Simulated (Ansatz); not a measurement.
**Relaxation path: PbS (zincblende type)**

DFT, PBE, PAW with Ansatz's default frozen-core files, scalar-relativistic (Ansatz 0.2.0); a Γ-centred 12×12×12 k mesh, Fermi–Dirac smearing of 0.08 eV, no spin polarisation. The run relaxes cell and atoms at a target pressure of 22 GPa.

Command: `ansatz run input.yaml --threads 1 --pin off --max-ram 3584MiB --backend cpu --events-out ev --progress --plain --runs-dir out` It took 28 s on 1 thread of Intel(R) Xeon(R) Platinum 8488C (Sapphire Rapids), with other jobs on the host, peak memory 0.43 GiB.

```yaml
crystal:
  lattice:
    - [0.0, 2.8696039768, 2.8696039768]
    - [2.8696039768, 0.0, 2.8696039768]
    - [2.8696039768, 2.8696039768, 0.0]
  atoms:
    - { symbol: Pb, position: [0.0, 0.0, 0.0] }
    - { symbol: S, position: [0.25, 0.25, 0.25] }
kpoints:
  mp_grid: { grid: [12, 12, 12] }
scf:
  occupations: { method: fermi_dirac, width: 0.08 }
hamiltonian:
  xc: pbe
  pseudopotentials: { kind: paw }
output:
  forces: true
  stress: true
  eigenvalues: true
relax:
  f_tol: 0.005
  max_steps: 40
  cell: { p_target: 22.0, stress_tol: 0.03 }
```

Each step lists its enthalpy F + pV a cell above the last geometry, the pressure, the cell vectors (Å), and Cartesian positions (Å) with forces (eV/Å).

The first step:

```
step 1  dH = 231.64 meV  P = 36.1 GPa
  cell 0.0000 2.8696 2.8696  2.8696 0.0000 2.8696  2.8696 2.8696 0.0000
  Pb 0.0000 0.0000 0.0000   0.0000 0.0000 0.0000
  S 1.4348 1.4348 1.4348   0.0000 0.0000 0.0000
```

Spin–orbit coupling is left out, which matters for the heavy atoms.

Task: Where does the relaxation end, and by which steps?

Result: After 4 geometries, with conventional a, b, c = 5.960, 5.960, 5.960 Å, at 26.470 Å³/atom (+12.02 % against the start) in space group F-43m, with a shortest distance of 2.581 Å. The further steps:
```
step 2  dH = 15.14 meV  P = 19.00 GPa
  cell 0.0000 3.0095 3.0095  3.0095 0.0000 3.0095  3.0095 3.0095 0.0000
  Pb 0.0000 0.0000 0.0000   0.0000 0.0000 0.0000
  S 1.5047 1.5047 1.5047   0.0000 0.0000 0.0000
step 3  dH = 0.15 meV  P = 21.7 GPa
  cell 0.0000 2.9830 2.9830  2.9830 0.0000 2.9830  2.9830 2.9830 0.0000
  Pb 0.0000 0.0000 0.0000   0.0000 0.0000 0.0000
  S 1.4915 1.4915 1.4915   0.0000 0.0000 0.0000
step 4  dH = 0.00 meV  P = 22.0 GPa
  cell 0.0000 2.9802 2.9802  2.9802 0.0000 2.9802  2.9802 2.9802 0.0000
  Pb 0.0000 0.0000 0.0000   0.0000 0.0000 0.0000
  S 1.4901 1.4901 1.4901   0.0000 0.0000 0.0000
step 5  dH = -0.68 meV  P = 22.0 GPa  (same geometry on a basis chosen anew; earlier energies don't compare to the last digit)
  cell 0.0000 2.9802 2.9802  2.9802 0.0000 2.9802  2.9802 2.9802 0.0000
  Pb 0.0000 0.0000 0.0000   0.0000 0.0000 0.0000
  S 1.4901 1.4901 1.4901   0.0000 0.0000 0.0000
```
